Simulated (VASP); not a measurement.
A run of VASP 6.6.1 is set up as follows.

Contents of INCAR:

```
  PREC = Accurate
  ENCUT = 520
  EDIFF = 1E-7
  ISMEAR = 0
  SIGMA = 0.15
  LREAL = F
  LASPH = T
  NELM = 80
  ALGO = Normal
  ISIF = 2
  LWAVE = F
  LCHARG = F
  GGA = PE
  NBANDS = 12
```

File KPOINTS:

```
Automatic mesh
0
Gamma
  20 20 20
```

File POSCAR:

```
Zn
1.0
    0.0000000000      1.9647760000      1.9156566000
    1.9647760000      0.0000000000      1.9156566000
    1.9647760000      1.9647760000      0.0000000000
Zn
1
Direct
    0.0000000000      0.0000000000      0.0000000000
```

Potentials or basis: VASP PAW PBE potentials, release 64 (Zn).

Launch:

```console
$ cat potpaw_PBE.64/Zn/POTCAR > POTCAR
$ mpirun -np 1 vasp_std > vasp.out
```

Question: Predict the pressure.

Answer: 2.3 GPa.

Question: Predict the band gap on the k mesh.

Answer: None (metal or under the smearing width).

Stress tensor (GPa, compression positive):
```
1.54 0.00 0.00
0.00 1.54 0.00
0.00 0.00 3.71
```
